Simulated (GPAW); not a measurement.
# MoS2 (P6_3/mmc) in GPAW: settings compared

Aim: see how the results for MoS2 move with the level of theory and the settings. Levels: PBE, r2SCAN, r2SCAN-EpsX, PBE+U. Tasks: dielectric tensor, one-shot levels on a semilocal density, hybrid scf.

Everything below comes from runs of GPAW 26.7.0. Logs are shortened: lines on timing, memory, paths and dates and some standing lists are left out, and cuts for length are marked. The log counts tension as positive stress, the text compression.

**Experimental background.**

“Multiwavelength excitation Raman Scattering Analysis of bulk and 2 dimensional MoS2: Vibrational properties of atomically thin MoS2 layers”, 2015, arxiv:1506.03228 reports, for a bulk crystal of MoS2 at 300 K: band gap 1.3 eV (indirect).

The runs below are set against these values where they give the same quantity.

### Step 1. The structure

The structure is hexagonal, space group P6_3/mmc (No. 194). Conventional cell: a = 3.169 Å, b = 3.169 Å, c = 12.324 Å, α = 90.00°, β = 90.00°, γ = 120.00°. Around Mo (site symmetry -6m2) lie 6 S at 2.41 Å. S (site symmetry 3m) has 3 Mo at 2.41 Å as nearest neighbours.

### Step 2. Dielectric tensor, PBE

Input file run.py:

```python
import numpy as np
from ase.dft.bandgap import bandgap
from ase.io import write
from ase.spacegroup import crystal
from gpaw import GPAW, PW
from gpaw.response.df import DielectricFunction

# Mo 2c
# S 4f
atoms = crystal(['Mo', 'S'],
                basis=[[0.6666666667, 0.3333333333, 0.75],
                       [0.6666666667, 0.3333333333, 0.377]],
                spacegroup=194, setting=1,  # P6_3/mmc
                cellpar=[3.169, 3.169, 12.324, 90.0, 90.0, 120.0],
                primitive_cell=True)

calc = GPAW(mode=PW(500),
            xc='PBE',
            kpts={'size': (8, 8, 2), 'gamma': True},
            occupations={'name': 'fermi-dirac', 'width': 0.001},
            nbands=46,
            convergence={'density': 1e-06},
            maxiter=150,
            txt='gpaw.txt')
atoms.calc = calc
energy = atoms.get_potential_energy()
calc.write('gs.gpw')
write('result.traj', atoms)
print(f'Energy: {energy:.6f} eV')
print('Fermi level:', round(calc.get_fermi_level(), 4), 'eV')
print(f'Gap: {bandgap(calc)[0]:.4f} eV, direct: {bandgap(calc, direct=True)[0]:.4f} eV')

for size in [(9, 9, 2), (13, 13, 3)]:
    name = 'x'.join(str(n) for n in size)
    dense = calc.fixed_density(kpts={'size': size, 'gamma': True},
                               nbands=80, convergence={'bands': 74, 'eigenstates': 1e-7},
                               update_fermi_level=True, txt=f'dense-{name}.txt')
    dense.write(f'{name}.gpw', mode='all')
    df = DielectricFunction(f'{name}.gpw', frequencies=np.array([0.0]), hilbert=False, eta=0.001,
                            ecut=80, nbands=74, intraband=False, txt=f'df-{name}.txt')
    for xc in ['RPA', 'LR0.3', 'LR0.1']:
        for direction in ['x', 'y', 'z', [0, 1, 1], [1, 0, 1], [1, 1, 0]]:
            e0, e = df.get_macroscopic_dielectric_constant(xc=xc, direction=direction)
            print(f'{name} {xc} {direction}: {e0:.4f} without, {e:.4f} with local fields')
```

Potentials or basis: GPAW PAW data sets (gpaw-data 1.2.1), pw.

Launch:

```sh
$ OMP_NUM_THREADS=1 python run.py
```

gpaw.txt:

```text
__  _  _
 | _ |_)|_||  |
 |__||  | ||/\| - 26.7.0

Input parameters:
  mode=PW(ecut=500.0),
  convergence={'density': 1e-06},
  kpts=MonkhorstPack(size=(8, 8, 2), gamma=True),
  maxiter=150,
  nbands=46,
  occupations=Occupations(name='fermi-dirac', width=0.001),
  xc=XC(name='PBE')

Diagonalizing LCAO Hamiltonian
Converting LCAO to pw mode

        S

           Mo
        S

           S
        Mo

           S

Atoms  # Å, Bohr magnetons
|   | symbol |         x |        y |         z |    initial magnetic moments |
|---|--------|-----------|----------|-----------|-----------------------------|
| 0 |     Mo |  1.584500 | 0.914812 |  9.243000 | ( 0.0000,  0.0000,  0.0000) |
| 1 |     Mo | -0.000000 | 1.829623 |  3.081000 | ( 0.0000,  0.0000,  0.0000) |
| 2 |      S |  1.584500 | 0.914812 |  4.646148 | ( 0.0000,  0.0000,  0.0000) |
| 3 |      S | -0.000000 | 1.829623 | 10.808148 | ( 0.0000,  0.0000,  0.0000) |
| 4 |      S | -0.000000 | 1.829623 |  7.677852 | ( 0.0000,  0.0000,  0.0000) |
| 5 |      S |  1.584500 | 0.914812 |  1.515852 | ( 0.0000,  0.0000,  0.0000) |

Unit cell  # Å
| periodic |         x |        y |         z |   lengths |     angles |
|----------|-----------|----------|-----------|-----------|------------|
|      yes |  3.169000 | 0.000000 |  0.000000 |  3.169000 |  90.000000 |
|      yes | -1.584500 | 2.744435 |  0.000000 |  3.169000 |  90.000000 |
|      yes |  0.000000 | 0.000000 | 12.324000 | 12.324000 | 120.000000 |

Number of symmetries: 12
Symmetry operations  # r_c * U_cc + t_c -> r_c
|    | kind |            matrix            |
|----|------|------------------------------|
|  0 |  σ   |  1, 1, 0,  0,-1, 0,  0, 0, 1 |
|  1 |  S6  |  1, 1, 0, -1, 0, 0,  0, 0,-1 |
|  2 |  E   |  1, 0, 0,  0, 1, 0,  0, 0, 1 |
|  3 |  C2  |  1, 0, 0, -1,-1, 0,  0, 0,-1 |
|  4 |  C2  |  0, 1, 0,  1, 0, 0,  0, 0,-1 |
|  5 |  C3  |  0, 1, 0, -1,-1, 0,  0, 0, 1 |
|  6 |  S6  |  0,-1, 0,  1, 1, 0,  0, 0,-1 |
|  7 |  σ   |  0,-1, 0, -1, 0, 0,  0, 0, 1 |
|  8 |  σ   | -1, 0, 0,  1, 1, 0,  0, 0, 1 |
|  9 |  i   | -1, 0, 0,  0,-1, 0,  0, 0,-1 |
| 10 |  C3  | -1,-1, 0,  1, 0, 0,  0, 0, 1 |
| 11 |  C2  | -1,-1, 0,  0, 1, 0,  0, 0,-1 |

BZ-sampling:
  Number of BZ points: 128
  Number of IBZ points: 20

  Monkhorst-Pack size: [8, 8, 2]
  Monkhorst-Pack shift: [0.0625, 0.0625, 0.25]

K-points  # in reciprocal-cell coordinates
|     |                                coordinates |     weight |
|-----|--------------------------------------------|------------|
|   0 | (  0.00000000,   0.00000000,   0.00000000) | 0.00781250 |
|   1 | (  0.00000000,   0.00000000,   0.50000000) | 0.00781250 |
|   2 | (  0.12500000,   0.00000000,   0.00000000) | 0.04687500 |
|   3 | (  0.12500000,   0.00000000,   0.50000000) | 0.04687500 |
|   4 | (  0.25000000,  -0.12500000,   0.00000000) | 0.04687500 |
|   5 | (  0.25000000,  -0.12500000,   0.50000000) | 0.04687500 |
|   6 | (  0.25000000,   0.00000000,   0.00000000) | 0.04687500 |
|   7 | (  0.25000000,   0.00000000,   0.50000000) | 0.04687500 |
|   8 | (  0.37500000,  -0.12500000,   0.00000000) | 0.09375000 |
|   9 | (  0.37500000,  -0.12500000,   0.50000000) | 0.09375000 |
| ... |                                            |            |
|  19 | (  0.50000000,   0.50000000,   0.50000000) | 0.02343750 |

Plane wave coefficients: 2744
Cutoff: 500.0 eV

Spin-components: 1 (collinear spins)
Bands:           46
Projectors:      32
Spin-degeneracy: 2
Datatype:        complex128

Parallelization:
  kpt:    1
  domain: 1
  band:   1

Density:
  Valence electrons: 52.0
  Components: 1
  Grid points: [18 18 64]
  Charge: 0.0  # |e|

Potential:
  Grid points: [18 18 64]

species:
  Mo:
    name:    Molybdenum
    Z:       42.0
    valence: 14
    core:    28
    charge:  0.0  # [|e|]
    compensation charges:
      type: gauss
      rc: 0.38  # [Å]
      lmax: 2
    cutoffs:
      filter: 2.16  # [Å]
      core: 1.42  # [Å]
    projectors
    | kind |    occ | energy [eV] | rcut [Å] |
    |------|--------|-------------|----------|
    |   4s |  2.000 |     -64.307 |    1.238 |
    |   5s |  1.000 |      -4.084 |    1.238 |
    |   4p |  6.000 |     -38.491 |    1.296 |
    |   5p |  0.000 |      -1.044 |    1.296 |
    |   4d |  5.000 |      -3.754 |    1.296 |
    |    d |        |      23.458 |    1.296 |

    Using partial waves for Mo as LCAO basis

  S:
    name:    Sulfur
    Z:       16.0
    valence: 6
    core:    10
    charge:  0.0  # [|e|]
    compensation charges:
      type: gauss
      rc: 0.24  # [Å]
      lmax: 2
    cutoffs:
      filter: 1.77  # [Å]
      core: 1.66  # [Å]
    projectors
    | kind |    occ | energy [eV] | rcut [Å] |
    |------|--------|-------------|----------|
    |   3s |  2.000 |     -17.254 |    0.974 |
    |   3p |  4.000 |      -7.008 |    0.979 |
    |    s |        |       9.957 |    0.974 |
    |    p |        |      20.203 |    0.979 |
    |    d |        |       0.000 |    0.900 |

    Using partial waves for S as LCAO basis

Reference energy: -263698.624853  # eV

eigensolver:
  PPCG
  Converge bands: occupied
  niter=2

density mixing:
  MSR1-Mixer
  Pratt-step length: 0.05
  Maximum mixing coefficient: 0.75
  Old densities: 10
  SVD Regularization: 0.005
  Good broyden scale: 1.0
  Trust region scale: 1.0
  Backstep threshold: 4.0
  History deletion threshold: 6.0
  Fourier metric: weight=20.0, sigma=0.015

occupation numbers:
  Fermi-Dirac:
    width: 0.0010  # eV

poisson solver:
  ecut: 4000.0  # eV

xc functional:
  name: PBE with 2 nearest neighbor stencil

convergence criteria:
- Maximum integral of absolute [dens]ity change: 1e-06 electrons / valence electron
- Maximum [total energy] change in last 3 cyles: 0.0005 eV / valence electron
- Maximum integral of absolute [eigenst]ate change: 4e-08 eV^2 / valence electron
maximum number of iterations: 150

SCF iterations
|iter     | |      energy | eigst |  dens |
|---------|-|-------------|-------|-------|
|iter:   1| |  -47.161795 | +0.52 |       |
|iter:   2| |  -46.306464 | -1.15 | -0.98 |
|iter:   3| |  -44.258348 | -1.13 | -1.05 |
|iter:   4| |  -44.143112 | -1.96 | -1.45 |
|iter:   5| |  -44.148483 | -2.57 | -1.77 |
|iter:   6| |  -44.178043 | -2.88 | -2.03 |
|iter:   7| |  -44.133233 | -3.29 | -2.08 |
|iter:   8| |  -44.133232 | -5.04 | -3.03 |
|iter:   9| |  -44.133249c| -5.88 | -3.39 |
|iter:  10| |  -44.133249c| -7.22 | -4.27 |
|iter:  11| |  -44.133249c| -7.71c| -4.72 |
|iter:  12| |  -44.133249c| -8.21c| -5.37 |
|iter:  13| |  -44.133249c| -8.77c| -6.01c|

Converged in 13 steps
Energy contributions relative to reference atoms: (reference = -263698.624853)

Energy contributions:
  Kinetic:          -0.994635
  Coulomb:         -11.231456
  Zero:             -0.288449
  External:          0.000000
  Xc:              -31.618710
  Entropy:          -0.000000
  Spinorbit:         0.000000
  ----------------------------
  Free energy:     -44.133249
  Extrapolated:    -44.133249

dipole moment: (0.000001, 0.000002, 0.000007)  # |e|*Ang

Fermi level: 9.034
Eigenvalues  # (at kpt = [0.000, 0.000, 0.000])
| band index |      eig [eV] | occ [0-2] |
|------------|---------------|-----------|
|          0 |       -53.401 |     2.000 |
|        ... |               |           |
|         18 |         4.937 |     2.000 |
|         19 |         6.019 |     2.000 |
|         20 |         6.019 |     2.000 |
|         21 |         6.065 |     2.000 |
|         22 |         6.065 |     2.000 |
|         23 |         6.993 |     2.000 |
[... 8 lines left out ...]
|         32 |        10.600 |     0.000 |
|         33 |        10.600 |     0.000 |
|        ... |               |           |
|         45 |        20.562 |     0.000 |

Gap: 0.973 eV
Transition (v -> c):
  (s=0, k=0, n=25, [0.00, 0.00, 0.00]) -> (s=0, k=8, n=26, [0.38, -0.12, 0.00])
Direct/indirect transitions are different
Direct gap: 1.911 eV
Transition at: (s=0, k=12, n=25, [0.38, 0.38, 0.00])
# Writing to gs.gpw (mode='')
```

Run time: 15 min. Hardware: 1 thread of Arm Neoverse V1, shared host; peak memory 0.78 GiB.

What came out:

- Free energy: -44.1332 eV
- Band gap on the k mesh: 0.97 eV, indirect (least direct gap 1.91 eV)
- Electronic dielectric tensor (diagonal): 13.56, 13.56, 5.88

Electronic dielectric tensor:
```
13.56  0.00  0.00
 0.00 13.56  0.00
 0.00  0.00  5.88
```

Caveat: the long-wavelength limit can be off by several per cent where d states take part; an odd mesh through Γ misses points on the zone boundary, where band edges often lie.

(Part 1 of 4 ends here.)
